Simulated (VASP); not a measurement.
Data:

```yaml
crystal:
  lattice:
    - [0.00000, 4.12989, 4.12989]
    - [4.12989, 0.00000, 4.12989]
    - [4.12989, 4.12989, 0.00000]
  atoms:
    - { symbol: Mg, position: [0.25000, 0.25000, 0.25000] }
    - { symbol: Mg, position: [0.00000, 0.00000, 0.00000] }
    - { symbol: Al, position: [0.12500, 0.62500, 0.62500] }
    - { symbol: Al, position: [0.62500, 0.62500, 0.12500] }
    - { symbol: Al, position: [0.62500, 0.12500, 0.62500] }
    - { symbol: Al, position: [0.62500, 0.62500, 0.62500] }
    - { symbol: O, position: [0.86128, 0.86128, 0.86128] }
    - { symbol: O, position: [0.83384, 0.38872, 0.38872] }
    - { symbol: O, position: [0.86128, 0.86128, 0.41616] }
    - { symbol: O, position: [0.38872, 0.83384, 0.38872] }
    - { symbol: O, position: [0.41616, 0.86128, 0.86128] }
    - { symbol: O, position: [0.38872, 0.38872, 0.38872] }
    - { symbol: O, position: [0.86128, 0.41616, 0.86128] }
    - { symbol: O, position: [0.38872, 0.38872, 0.83384] }
```

The numbers are results of PBE GGA, VASP's PBE PAW potentials (set 64) (plane waves; VASP 6.6.1), not measurements. Numerical set-up: LREAL = Auto, 400 eV cut-off, 4×4×4 Γ-centred mesh, Gaussian smearing of 0.050 eV, potentials Mg Al O.

At this cut-off the stress carries a Pulay error, which pulls relaxed volumes low.

Task: Which forces act on the atoms, in eV/Å?

Result: 
```tsv
atom	Fx	Fy	Fz
Mg1	0.000	0.000	0.000
Mg2	0.000	0.000	0.000
Al3	0.000	0.000	0.000
Al4	0.000	0.000	0.000
Al5	0.000	0.000	0.000
Al6	0.000	0.000	0.000
O7	-0.030	-0.030	-0.030
O8	0.030	-0.030	-0.030
O9	0.030	0.030	-0.030
O10	-0.030	0.030	-0.030
O11	-0.030	0.030	0.030
O12	0.030	0.030	0.030
O13	0.030	-0.030	0.030
O14	-0.030	-0.030	0.030
```

Task: Give the stress tensor in GPa (positive for a compressed cell).

Result: 
```
-11.31    0.00    0.00
  0.00  -11.31    0.00
  0.00    0.00  -11.31
```
The pressure is its mean diagonal, -11.31 GPa.

The structure comes from a computed database's MgAl2O4 entry; how it stands against other phases isn't given here. The cell was not relaxed at this level.
